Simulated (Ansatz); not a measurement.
# Ta (Im-3m) in Ansatz: a series of runs

Runs on Ta. Level: PBE. Tasks: single point, equation of state.

Program: Ansatz 0.2.0. These are calculated values, not measurements. Logs are shortened: lines on timing, memory, paths and dates and some standing lists are left out, and cuts for length are marked.

**The experiment to reproduce.**

From “Refinement of the equation of state of tantalum”, 2004, arxiv:cond-mat/0403080, for a bulk crystal of Ta: bulk modulus 194 GPa.

How close the calculation comes is told below.

### 1 The crystal as given

Symmetry: Im-3m, No. 229, cubic system. The conventional cell has a = 3.303 Å, b = 3.303 Å, c = 3.303 Å, α = 90.00°, β = 90.00°, γ = 90.00°. Around Ta (site symmetry m-3m) lie 8 Ta at 2.86 Å.

### 2 Single point, PBE, 16.93 Å³/atom (volume scaled by 0.94)

input.yaml

```yaml
crystal:
  lattice:
    - [-1.6175709496, 1.6175709496, 1.6175709496]
    - [1.6175709496, -1.6175709496, 1.6175709496]
    - [1.6175709496, 1.6175709496, -1.6175709496]
  atoms:
    - { symbol: Ta, position: [0.0, 0.0, 0.0] }
hamiltonian:
  xc: pbe
  pseudopotentials: { kind: nc, accuracy: stringent }
kpoints:
  mp_grid: { grid: [11, 11, 11] }
scf:
  occupations: { method: fermi_dirac, width: 0.05 }
output:
  forces: true
  stress: true
  eigenvalues: true
  write_density: true
  write_potential: true
  elf: true
  volumetric_format: npy
```

Potentials or basis: PseudoDojo stringent (PBE files).

Run with:

```bash
> ansatz run input.yaml --threads 2 --pin off --max-ram 5632MiB --backend cpu --events-out ev --progress --plain --runs-dir out
```

Log:

```text
Warning: RAYON_NUM_THREADS=2 ignored (pool sized by the plan → 2); use --threads N
Engine: ansatz 0.2.0, aarch64-unknown-linux-gnu
Pseudopotentials: kind: nc
Pseudopotential: Ta, nc, valence charge 27, recommended cutoff 1795.951492 eV (normal), Ta.nc.azcp (PseudoDojo's, or run here from an input of PseudoDojo's; its table is named by hamiltonian.pseudopotentials.accuracy)
Functional definition: PBE
  parameter kappa = 0.804
  parameter beta = 0.06672455060314922
  exchange = pbe_x(kappa = kappa, mu = beta*pi^2/3)
  correlation = pbe_c(beta = beta)
Crystal: 1 atoms, lattice volume = 16.930 Å³
Basis set: ecut = 1795.951492 eV, 2899 PW (Γ), exchange–correlation on 80×80×80 points (8 copies of the dense FFT grid, shifted against one another)
Bands: 18, of which v1, the nominal top of the filled ones, is band 14 counted from 1 (13 counted from 0)
Symmetry: 48 space group operations
Space group: Im-3m (ITA 229), of the structure as read, at distance tolerance 2.6e-5 Å
k-points: 56 of 1331
Non-local potential: Ta, projectors of the file, l = 0: 2, l = 1: 2, l = 2: 2, l = 3: 2
Initial density: superposition of atomic densities (chi_scale 0.1, normalization cell)
Initial wavefunctions: pseudopotential atomic-orbital guess
Functional: x = pbe(κ = 0.804, μ = 0.2195149727645171), c = pbe(β = 0.06672455060314922)
SCF iter   1: F=—  HF=-8823.830694 eV  |F-HF|=—  |Δ(HF+E_count)|=         —  Δρ=4.50e-2  dr2=3.50e-1  ethr=3.10e-3  ⟨swp⟩=6.0  Hψ=5061  notcnv=0
preconditioner: auto → none  [insulator: Δε(μ)=0.149 eV  Ē_g=24.839 eV  σ=0.050 eV  W_gap=0.63  n_scr=12 (ndim 8)  ℏωp=45.1 eV  f_vac=0.000  D(μ)=0.60/eV (n_scr^D=0)  ε∞_Penn≈4.3]
SCF iter   2: F=—  HF=-8823.708078 eV  |F-HF|=—  |Δ(HF+E_count)|=   1.23e-1  Δρ=1.87e-2  dr2=2.24e-2  ethr=1.30e-3  ⟨swp⟩=2.7  Hψ=2394  notcnv=0  defer=10
SCF iter   3: F=—  HF=-8823.704682 eV  |F-HF|=—  |Δ(HF+E_count)|=   3.40e-3  Δρ=5.91e-3  dr2=2.49e-3  ethr=8.28e-5  ⟨swp⟩=2.3  Hψ=1940  notcnv=0  defer=10
SCF iter   4: F=—  HF=-8823.704846 eV  |F-HF|=—  |Δ(HF+E_count)|=   1.64e-4  Δρ=1.19e-3  dr2=5.86e-5  ethr=9.22e-6  ⟨swp⟩=2.0  Hψ=1326  notcnv=0  defer=10
SCF iter   5: F=—  HF=-8823.704879 eV  |F-HF|=—  |Δ(HF+E_count)|=   3.24e-5  Δρ=1.13e-4  dr2=6.54e-7  ethr=2.17e-7  ⟨swp⟩=2.1  Hψ=1700  notcnv=0  defer=10
SCF iter   6: F=-8823.704878 eV  HF=-8823.704878 eV  |F-HF|=6.31e-10  |Δ(HF+E_count)|=   2.03e-7  Δρ=1.12e-5  dr2=2.13e-9  ethr=3.70e-10  ⟨swp⟩=11.1  Hψ=8170  notcnv=0
SCF 1 converged in 6 iterations: F = -8823.704878 eV  dr2 = 2.13e-9
SCF converged after 6 iterations
Free energy (F): -8823.704878 eV
Harris-Foulkes:  -8823.704878 eV  (|F-HF|=6.31e-10)
Internal energy: -8823.698756 eV  (E = F + TS)
E sigma→0 (E₀):  -8823.701817 eV
Entropy (-TS):   -0.006122 eV (-6.122 meV/atom)
Fermi energy:    25.129316 eV
--- Per-component energies (eV) ---
  E_band       = 72.923985
  E_kinetic    = 5641.030937
  E_local      = -6524.503810  (includes V_loc(G=0)·N_el)
  E_nonlocal   = -3155.538789
  E_hartree    = 2549.412386
  E_xc         = -1429.833500
  E_vxc        = -986.889054  (∫ρ·V_xc dr)
  E_ewald      = -5904.265980
  E_smearing   = -0.006122  (= −TS)
  E_closure    = -0.000000  (closes the sum)
  Σ components = -8823.704878   (vs F -8823.704878, Δ=0.00e0)
--- Forces (eV/Å), atoms counted from 1 ---
  atom   1  Ta    -0.00000000     0.00000000    -0.00000000
  max |Σ_I F_I| component: 2.59e-31 eV/Å
--- Stress (GPa, compression-positive) ---
       16.454381       0.000000       0.000000
       -0.000000      16.454381       0.000000
        0.000000       0.000000      16.454381
  P = ⅓ Tr σ = 16.4544 GPa (164.544 kbar)
--- Band table (eV; the first three rows and the last of 56) ---
  k-point 0: bands = ["-41.9303", "-7.7282", "-7.7282", "-7.7282", "6.5311", "6.5311", "6.5311", "6.5939", "6.5939", "6.5939", "6.6591", "16.9904", "25.8557", "25.8557", "25.8557", "29.3495", "29.3495", "39.9893"]
  k-point 1: bands = ["-41.9184", "-7.8523", "-7.7659", "-7.7291", "6.5330", "6.5354", "6.5358", "6.5895", "6.5923", "6.5925", "6.6532", "17.3832", "25.6008", "25.7693", "26.2473", "28.9626", "29.3503", "40.3390"]
  k-point 2: bands = ["-41.8865", "-8.1749", "-7.8657", "-7.7315", "6.5374", "6.5473", "6.5485", "6.5787", "6.5863", "6.5898", "6.6399", "18.4341", "24.9868", "25.3646", "27.3876", "28.5906", "29.4082", "40.8842"]
  k-point 55: bands = ["-41.6732", "-8.7183", "-8.6960", "-8.6960", "6.5265", "6.5507", "6.5526", "6.5526", "6.6146", "6.6157", "6.6157", "21.0538", "21.1090", "31.3701", "31.3701", "32.2569", "33.6960", "35.6166"]
```

It took 3 s on 2 threads of Arm Neoverse V2, shared host; peak memory 0.38 GiB.

Results:

| Property | Result |
| --- | --- |
| Free energy | -8823.7049 eV |
| Pressure | 16.5 GPa |
| Band gap on the k mesh | none (metal or under the smearing width) |

### 3 Single point, PBE, 17.29 Å³/atom (volume scaled by 0.96)

input.yaml

```yaml
crystal:
  lattice:
    - [-1.6289626696, 1.6289626696, 1.6289626696]
    - [1.6289626696, -1.6289626696, 1.6289626696]
    - [1.6289626696, 1.6289626696, -1.6289626696]
  atoms:
    - { symbol: Ta, position: [0.0, 0.0, 0.0] }
hamiltonian:
  xc: pbe
  pseudopotentials: { kind: nc, accuracy: stringent }
kpoints:
  mp_grid: { grid: [11, 11, 11] }
scf:
  occupations: { method: fermi_dirac, width: 0.05 }
output:
  forces: true
  stress: true
  eigenvalues: true
```

Potentials or basis: PseudoDojo stringent (PBE files).

Run with:

```bash
> ansatz run input.yaml --threads 2 --pin off --max-ram 5632MiB --backend cpu --events-out ev --progress --plain --runs-dir out
```

It took 2.5 s on 2 threads of Arm Neoverse V2, shared host; peak memory 0.37 GiB.

It converged, with:

| Quantity | Value |
| --- | --- |
| Free energy | -8823.7358 eV |
| Pressure | 11.1 GPa |
| Band gap on the k mesh | none (metal or under the smearing width) |

### 4 Single point, PBE, 17.65 Å³/atom (volume scaled by 0.98)

input.yaml: that of step 3 with these lines changed.

```diff
@@ -2,5 +2,5 @@
   lattice:
-    - [-1.6289626696, 1.6289626696, 1.6289626696]
-    - [1.6289626696, -1.6289626696, 1.6289626696]
-    - [1.6289626696, 1.6289626696, -1.6289626696]
+    - [-1.64019725, 1.64019725, 1.64019725]
+    - [1.64019725, -1.64019725, 1.64019725]
+    - [1.64019725, 1.64019725, -1.64019725]
   atoms:
```

Run with:

```bash
> ansatz run input.yaml --threads 2 --pin off --max-ram 5632MiB --backend cpu --events-out ev --progress --plain --runs-dir out
```

It took 2.7 s on 2 threads of Arm Neoverse V2, shared host; peak memory 0.38 GiB.

It converged, with:

| Quantity | Value |
| --- | --- |
| Free energy | -8823.7553 eV |
| Pressure | 6.4 GPa |
| Band gap on the k mesh | none (metal or under the smearing width) |

### 5 Single point, PBE, 18.01 Å³/atom

input.yaml: that of step 4 with these lines changed.

```diff
@@ -2,5 +2,5 @@
   lattice:
-    - [-1.64019725, 1.64019725, 1.64019725]
-    - [1.64019725, -1.64019725, 1.64019725]
-    - [1.64019725, 1.64019725, -1.64019725]
+    - [-1.65128, 1.65128, 1.65128]
+    - [1.65128, -1.65128, 1.65128]
+    - [1.65128, 1.65128, -1.65128]
   atoms:
```

Run with:

```bash
> ansatz run input.yaml --threads 2 --pin off --max-ram 5632MiB --backend cpu --events-out ev --progress --plain --runs-dir out
```

Run time: 2.7 s. Hardware: 2 threads of Arm Neoverse V2, shared host; peak memory 0.38 GiB.

It converged, with:

* Free energy: -8823.7647 eV
* Pressure: 2.1 GPa
* Band gap on the k mesh: none (metal or under the smearing width)

### 6 Single point, PBE, 18.37 Å³/atom (volume scaled by 1.02)

input.yaml: that of step 5 with these lines changed.

```diff
@@ -2,5 +2,5 @@
   lattice:
-    - [-1.65128, 1.65128, 1.65128]
-    - [1.65128, -1.65128, 1.65128]
-    - [1.65128, 1.65128, -1.65128]
+    - [-1.6622159478, 1.6622159478, 1.6622159478]
+    - [1.6622159478, -1.6622159478, 1.6622159478]
+    - [1.6622159478, 1.6622159478, -1.6622159478]
   atoms:
```

Potentials or basis: PseudoDojo stringent (PBE files).

Run with:

```bash
> ansatz run input.yaml --threads 2 --pin off --max-ram 5632MiB --backend cpu --events-out ev --progress --plain --runs-dir out
```

It took 2.7 s on 2 threads of Arm Neoverse V2, shared host; peak memory 0.38 GiB.

Results (log left out):

* Free energy: -8823.7650 eV
* Pressure: -1.8 GPa
* Band gap on the k mesh: none (metal or under the smearing width)

### 7 Single point, PBE, 18.73 Å³/atom (volume scaled by 1.04)

input.yaml

```yaml
crystal:
  lattice:
    - [-1.6730098603, 1.6730098603, 1.6730098603]
    - [1.6730098603, -1.6730098603, 1.6730098603]
    - [1.6730098603, 1.6730098603, -1.6730098603]
  atoms:
    - { symbol: Ta, position: [0.0, 0.0, 0.0] }
hamiltonian:
  xc: pbe
  pseudopotentials: { kind: nc, accuracy: stringent }
kpoints:
  mp_grid: { grid: [11, 11, 11] }
scf:
  occupations: { method: fermi_dirac, width: 0.05 }
output:
  forces: true
  stress: true
  eigenvalues: true
  write_density: true
  write_potential: true
  elf: true
  volumetric_format: npy
```

Run with:

```bash
> ansatz run input.yaml --threads 2 --pin off --max-ram 5632MiB --backend cpu --events-out ev --progress --plain --runs-dir out
```

Wall time 3.4 s (2 threads of Arm Neoverse V2, shared host); peak memory 0.41 GiB.

It converged, with:

```
Free energy            : -8823.7571 eV
Pressure               : -5.2 GPa
Band gap on the k mesh : none (metal or under the smearing width)
```

### 8 Single point, PBE, 19.09 Å³/atom (volume scaled by 1.06)

input.yaml: that of step 7 with these lines changed.

```diff
@@ -2,5 +2,5 @@
   lattice:
-    - [-1.6730098603, 1.6730098603, 1.6730098603]
-    - [1.6730098603, -1.6730098603, 1.6730098603]
-    - [1.6730098603, 1.6730098603, -1.6730098603]
+    - [-1.6836662614, 1.6836662614, 1.6836662614]
+    - [1.6836662614, -1.6836662614, 1.6836662614]
+    - [1.6836662614, 1.6836662614, -1.6836662614]
   atoms:
```

Run with:

```bash
> ansatz run input.yaml --threads 2 --pin off --max-ram 5632MiB --backend cpu --events-out ev --progress --plain --runs-dir out
```

Run time: 3.4 s. Hardware: 2 threads of Arm Neoverse V2, shared host; peak memory 0.41 GiB.

Results (log left out):

* Free energy: -8823.7417 eV
* Pressure: -8.4 GPa
* Band gap on the k mesh: none (metal or under the smearing width)

### 9 Equation of state, PBE

Potentials or basis: PseudoDojo stringent.

No new run: the results of the series are fitted here.

Results:

- Equilibrium volume: 18.20 Å³/atom
- Bulk modulus: 194 GPa
- Pressure derivative of the bulk modulus: 4.3

Energy against volume, from the lowest point:
| volume (Å³/atom) | energy (meV/atom) |
| --- | --- |
| 16.930 | 60.15 |
| 17.290 | 29.25 |
| 17.650 | 9.69 |
| 18.010 | 0.29 |
| 18.371 | 0.00 |
| 18.731 | 7.93 |
| 19.091 | 23.30 |

Spin-orbit coupling is left out, which matters for the levels of Ta. PBE usually gives volumes a little too large and moduli too small.

### 10 Comparison with measurements

Step 9. Measured bulk modulus of Ta: 194 GPa (quoted in “Refinement of the equation of state of tantalum”, 2004, arxiv:cond-mat/0403080). This calculation gives 194 GPa (0.0 %). The fit is for a static lattice scaled at fixed shape and fixed fractional positions.
